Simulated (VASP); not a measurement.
# Ba (Cmmm) in VASP: single point with r2SCAN

Aim: the single point of Ba with r2SCAN.

All numbers are computed with VASP 6.6.1; they aren't measurements. Logs are shortened: lines on timing, memory, paths and dates and some standing lists are left out, and cuts for length are marked.

## (1) The crystal as given

Symmetry: Cmmm, No. 65, orthorhombic system. Conventional cell: a = 3.910 Å, b = 7.300 Å, c = 5.700 Å, α = 90.00°, β = 90.00°, γ = 90.00°. Ba (site symmetry mmm) is surrounded by 6 Ba at 3.91 to 4.14 Å.

This isn't the form of Ba at room conditions, which is bcc.

## (2) Single point, r2SCAN

The input, POSCAR:

```
Ba
1.0
    1.9550000000     -3.6500000000      0.0000000000
    1.9550000000      3.6500000000      0.0000000000
    0.0000000000      0.0000000000      5.7000000000
Ba
1
Direct
    0.0000000000      0.0000000000      0.0000000000
```

The input, INCAR.step1:

```
SYSTEM = Ba
PREC = Accurate
ENCUT = 520
ISMEAR = 0
SIGMA = 0.1
LREAL = .FALSE.
LASPH = .TRUE.
NELM = 100
NBANDS = 11
GGA = PE
ALGO = Normal
EDIFF = 1E-4
LWAVE = .TRUE.
LCHARG = .FALSE.
```

The input, INCAR.step2:

```
SYSTEM = Ba
PREC = Accurate
ENCUT = 520
EDIFF = 1E-6
ISMEAR = 0
SIGMA = 0.1
LREAL = .FALSE.
LASPH = .TRUE.
NELM = 100
ALGO = Normal
ISIF = 2
LWAVE = .FALSE.
LCHARG = .FALSE.
METAGGA = R2SCAN
LMIXTAU = .TRUE.
NBANDS = 11
ISTART = 1
```

The input, KPOINTS:

```
regular mesh
0
G
  6 6 4
  0 0 0
```

Potentials or basis: VASP PAW PBE potentials, release 64 (Ba_sv).

Started as:

```
> cat potpaw_PBE.64/Ba_sv/POTCAR > POTCAR
> cp INCAR.step1 INCAR
> mpirun -np 1 vasp_std > vasp.out
> cp INCAR.step2 INCAR
> mpirun -np 1 vasp_std > vasp.out
```

OUTCAR:

```text
SYSTEM = Ba
   PREC = Accurate
   ENCUT = 520
   EDIFF = 1E-6
   ISMEAR = 0
   LREAL = .FALSE.
   LASPH = .TRUE.
   NELM = 100
   ISIF = 2
   METAGGA = R2SCAN
   ISTART = 1

 ion  position               nearest neighbor table
   1  0.000  0.000  0.000-

  LATTYP: Found a base centered orthorhombic cell.
 ALAT       =     3.9100000000
 B/A-ratio  =     1.8670076726
 C/A-ratio  =     1.4578005115

  Lattice vectors:

 A1 = (   1.9550000000,  -3.6500000000,   0.0000000000)
 A2 = (   1.9550000000,   3.6500000000,   0.0000000000)
 A3 = (   0.0000000000,   0.0000000000,   5.7000000000)

Analysis of symmetry for initial positions (statically):
=====================================================================
 Subroutine PRICEL returns:
 Original cell was already a primitive cell.

 Routine SETGRP: Setting up the symmetry group for a
 base centered orthorhombic supercell.

 Subroutine GETGRP returns: Found  8 space group operations
 (whereof  8 operations were pure point group operations)
 out of a pool of  8 trial point group operations.

The static configuration has the point symmetry D_2h.

Analysis of symmetry for dynamics (positions and initial velocities):
=====================================================================
 Subroutine PRICEL returns:
 Original cell was already a primitive cell.

 Routine SETGRP: Setting up the symmetry group for a
 base centered orthorhombic supercell.

 Subroutine GETGRP returns: Found  8 space group operations
 (whereof  8 operations were pure point group operations)
 out of a pool of  8 trial point group operations.

The dynamic configuration has the point symmetry D_2h.

 Subroutine INISYM returns: Found  8 space group operations
 (whereof  8 operations are pure point group operations),
 and found     1 'primitive' translations

----------------------------------------------------------------------------------------

                                     Primitive cell

  volume of cell :      81.3476

  direct lattice vectors                    reciprocal lattice vectors
     1.955000000 -3.650000000  0.000000000     0.255754476 -0.136986301  0.000000000
     1.955000000  3.650000000  0.000000000     0.255754476  0.136986301  0.000000000
     0.000000000  0.000000000  5.700000000     0.000000000  0.000000000  0.175438596

  length of vectors
     4.140594764  4.140594764  5.700000000     0.290130313  0.290130313  0.175438596

  position of ions in fractional coordinates (direct lattice)
     0.000000000  0.000000000  0.000000000

  ion indices of the primitive-cell ions
   primitive index   ion index
                 1           1

----------------------------------------------------------------------------------------

 KPOINTS: regular mesh

Automatic generation of k-mesh.
 Grid dimensions read from file:
 generate k-points for:    6    6    4

 Generating k-lattice:

  Cartesian coordinates                     Fractional coordinates (reciprocal lattice)
     0.042625746 -0.022831050  0.000000000     0.166666667  0.000000000  0.000000000
     0.042625746  0.022831050  0.000000000     0.000000000  0.166666667  0.000000000
     0.000000000  0.000000000  0.043859649     0.000000000  0.000000000  0.250000000

  Length of vectors
     0.048355052  0.048355052  0.043859649

  Shift w.r.t. Gamma in fractional coordinates (k-lattice)
     0.000000000  0.000000000  0.000000000

 Subroutine IBZKPT returns following result:
 ===========================================

 Found     39 irreducible k-points:

 Following reciprocal coordinates:
            Coordinates               Weight
  0.000000  0.000000  0.000000      1.000000
  0.166667  0.000000  0.000000      4.000000
  0.333333  0.000000  0.000000      4.000000
  0.500000  0.000000  0.000000      2.000000
  0.166667  0.166667  0.000000      2.000000
  0.333333  0.166667  0.000000      4.000000
[... 16 lines left out ...]
  0.333333  0.333333  0.250000      4.000000
  0.500000  0.333333  0.250000      8.000000
 [... further k-points ...]
   k-points           NKPTS =     39   k-points in BZ     NKDIM =     39   number of bands    NBANDS=     11
   number of dos      NEDOS =    301   number of ions     NIONS =      1
   total plane-waves  NPLWV =  43008
   dimension x,y,z NGX =    32 NGY =   32 NGZ =   42
   dimension x,y,z NGXF=    64 NGYF=   64 NGZF=   84
   ions per type =               1
   NGX,Y,Z   is equivalent  to a cutoff of  12.85, 12.85, 12.25 a.u.
   NGXF,Y,Z  is equivalent  to a cutoff of  25.70, 25.70, 24.50 a.u.
 SYSTEM =  Ba
   PREC   = accura    normal or accurate (medium, high low for compatibility)
   ISTART =      1    job   : 0-new  1-cont  2-samecut
   ICHARG =      0    charge: 1-file 2-atom 10-const
   ISPIN  =      1    spin polarized calculation?
   LNONCOLLINEAR =      F non collinear calculations
   LSORBIT =      F    spin-orbit coupling
   LASPH  =      T    aspherical Exc in radial PAW
   ENCUT  =  520.0 eV  38.22 Ry    6.18 a.u.   7.70  7.70 10.60*2*pi/ulx,y,z
   NELM   =    100;   NELMIN=  2; NELMDL=  0     # of ELM steps
   EDIFF  = 0.1E-05   stopping-criterion for ELM
   LREAL  =      F    real-space projection
   EDIFFG = 0.1E-04   stopping-criterion for IOM
   NSW    =      0    number of steps for IOM
   IBRION =     -1    ionic relax: 0-MD 1-quasi-New 2-CG
   NFREE  =      0    steps in history (QN), initial steepest desc. (CG)
   ISIF   =      2    stress and relaxation
   ISYM   =      2    0-nonsym 1-usesym 2-fastsym
   POTIM  = 0.5000    time-step for ionic-motion
   TEBEG  =    0.0;   TEEND  =   0.0 temperature during run
   PSTRESS=    0.0 pullay stress
   NELECT =      10.0000    total number of electrons
   NUPDOWN=      -1.0000    fix difference up-down
   EMIN   =  10.00;   EMAX   =-10.00  energy-range for DOS
   EFERMI =   0.00;   METHOD = LEGACY
   ISMEAR =     0;   SIGMA  =   0.10  broadening in eV -4-tet -1-fermi 0-gaus
   EFERMI_NEDOS =   21; number of points for ismear=-14 and -15
   IALGO  =     38    algorithm
   IMIX   =      4    mixing-type and parameters
     AMIX     =   0.40;   BMIX     =  1.00
     AMIX_MAG =   1.60;   BMIX_MAG =  1.00
  volume/ion in A,a.u.               =      81.35       548.96
  Fermi-wavevector in a.u.,A,eV,Ry     =   0.814004  1.538245  9.015260  0.662603
  Thomas-Fermi vector in A             =   1.923832
   LORBIT       =      0    0 simple, 1 ext, 2 COOP (PROOUT), +10 PAW based schemes
   METAGGA = R2SCAN    functional components
   LHFCALC =     F    Hartree Fock is set to
   AEXX    =    0.0000 exact exchange contribution
   IVDW    =     0    specifies the selected vdW correction
   LEPSILON=     F    determine dielectric tensor
   LRPA    =     F    only Hartree local field effects (RPA)
 non-spin polarized calculation
 Gauss-broadening in eV      SIGMA  =   0.10
  energy-cutoff  :      520.00
  volume of cell :       81.35
 maximum number of plane-waves:      2214
   NGX = 15   NGY = 15   NGZ = 21

 number of electron      10.0000001 magnetization

 Free energy of the ion-electron system (eV)
  ---------------------------------------------------
  ext. energy  EPLUGINS =         0.00000000
  ---------------------------------------------------
  free energy    TOTEN  =       -25.77318509 eV

  energy without entropy =      -25.75834164  energy(sigma->0) =      -25.76576337

 E-fermi :   0.7992     XC(G=0):  -6.8307

 val. band max:        0.7982982414   @ k =   0.0000   0.0000   0.0000
 cond. band min:       0.7992591121   @ k =   0.5000   0.3333   0.0000
 fundamental gap:      0.0009608707
 Fermi energy:         0.7992179528

 k-point     1 :       0.0000    0.0000    0.0000
  band No.  band energies     occupation
      1     -29.3953      2.00000
      2     -14.2280      2.00000
      3     -13.7084      2.00000
      4     -13.6969      2.00000
      5      -1.6758      2.00000
      6       0.7983      1.01038
      7       2.5400      0.00000
      8       3.4396      0.00000
      9       4.2025      0.00000
     10       5.2009      0.00000
     11       5.4304      0.00000

 k-point     2 :       0.1667    0.0000    0.0000
  band No.  band energies     occupation
      1     -29.3682      2.00000
      2     -14.1922      2.00000
      3     -13.9523      2.00000
      4     -13.7585      2.00000
      5      -1.0906      2.00000
      6       1.2299      0.00000
      7       2.3603      0.00000
      8       3.0695      0.00000
      9       3.4151      0.00000
     10       5.0010      0.00000
     11       6.6251      0.00000

 k-point     3 :       0.3333    0.0000    0.0000
  band No.  band energies     occupation
      1     -29.3132      2.00000
      2     -14.4188      2.00000
      3     -14.1193      2.00000
      4     -13.8586      2.00000
      5      -0.0697      2.00000
      6       1.3660      0.00000
      7       1.9966      0.00000
      8       2.8540      0.00000
      9       4.5837      0.00000
     10       5.1062      0.00000
     11       6.8288      0.00000

 k-point     4 :       0.5000    0.0000    0.0000
  band No.  band energies     occupation
      1     -29.2853      2.00000
      2     -14.6352      2.00000
      3     -14.0822      2.00000
      4     -13.9072      2.00000
      5       0.0017      2.00000
      6       1.6057      0.00000
      7       2.5170      0.00000
      8       2.5859      0.00000
      9       4.4086      0.00000
     10       6.6344      0.00000
     11       7.0860      0.00000
[... 239 lines left out ...]
 k-point    22 :      -0.1667    0.1667    0.2500
  band No.  band energies     occupation
      1     -29.3760      2.00000
      2     -14.2116      2.00000
      3     -13.9150      2.00000
      4     -13.7325      2.00000
      5      -0.8365      2.00000
      6       0.9503      0.03262
      7       2.1167      0.00000
      8       3.1025      0.00000
      9       3.9868      0.00000
     10       5.1586      0.00000
     11       5.4208      0.00000

 k-point    23 :       0.3333    0.3333    0.2500
  band No.  band energies     occupation
      1     -29.2835      2.00000
      2     -14.4048      2.00000
      3     -14.2219      2.00000
      4     -14.0847      2.00000
      5       1.4736      0.00000
      6       1.7896      0.00000
      7       2.1407      0.00000
      8       2.4304      0.00000
      9       3.3221      0.00000
     10       6.3086      0.00000
     11       6.5187      0.00000

 k-point    24 :       0.5000    0.3333    0.2500
  band No.  band energies     occupation
      1     -29.3098      2.00000
      2     -14.3745      2.00000
      3     -14.1175      2.00000
      4     -14.0201      2.00000
      5       0.8729      0.29750
      6       1.2061      0.00000
      7       2.2729      0.00000
      8       2.7945      0.00000
      9       3.5705      0.00000
     10       6.0493      0.00000
     11       6.6094      0.00000

 [... further k-points ...]

------------------------ aborting loop because EDIFF is reached ----------------------------------------

  FORCE on cell =-STRESS in cart. coord.  units (eV):
  Direction    XX          YY          ZZ          XY          YZ          ZX
  --------------------------------------------------------------------------------------
  -------------------------------------------------------------------------------------
  Total        1.3165625      1.0432468     -1.1587892     -0.0000000      0.0000000      0.0000000
  in kB       25.9303025     20.5472241    -22.8228859     -0.0000000      0.0000000      0.0000000
  external PRESSURE =       7.8848802 kB  Pullay stress =       0.0000000 kB

 VOLUME and BASIS-vectors are now :
 -----------------------------------------------------------------------------
  energy-cutoff  :      520.00
  volume of cell :       81.35
      direct lattice vectors                 reciprocal lattice vectors
     1.955000000 -3.650000000  0.000000000     0.255754476 -0.136986301  0.000000000
     1.955000000  3.650000000  0.000000000     0.255754476  0.136986301  0.000000000
     0.000000000  0.000000000  5.700000000     0.000000000  0.000000000  0.175438596

 POSITION                                       TOTAL-FORCE (eV/Angst)
 -----------------------------------------------------------------------------------
      0.00000      0.00000      0.00000        -0.000000      0.000000      0.000000
 -----------------------------------------------------------------------------------
    total drift:                                0.000000     -0.000000     -0.000000

  FREE ENERGIE OF THE ION-ELECTRON SYSTEM (eV)
  ---------------------------------------------------
  free  energy   TOTEN  =       -25.7731850925 eV

  energy  without entropy=      -25.7583416399  energy(sigma->0) =      -25.76576337
```

Run time: 1.7 min. Hardware: 1 thread of Intel Xeon Platinum 8488C (Sapphire Rapids), shared host; peak memory 0.21 GiB.

Results:

| Property | Result |
| --- | --- |
| Free energy | -25.7732 eV |
| Pressure | 0.8 GPa |
| Band gap on the k mesh | none (metal or under the smearing width) |

Caveat: the PAW data sets were made with another functional, which shifts forces and pressure a little. The run has no spin-orbit coupling, so splittings on Ba are missing.
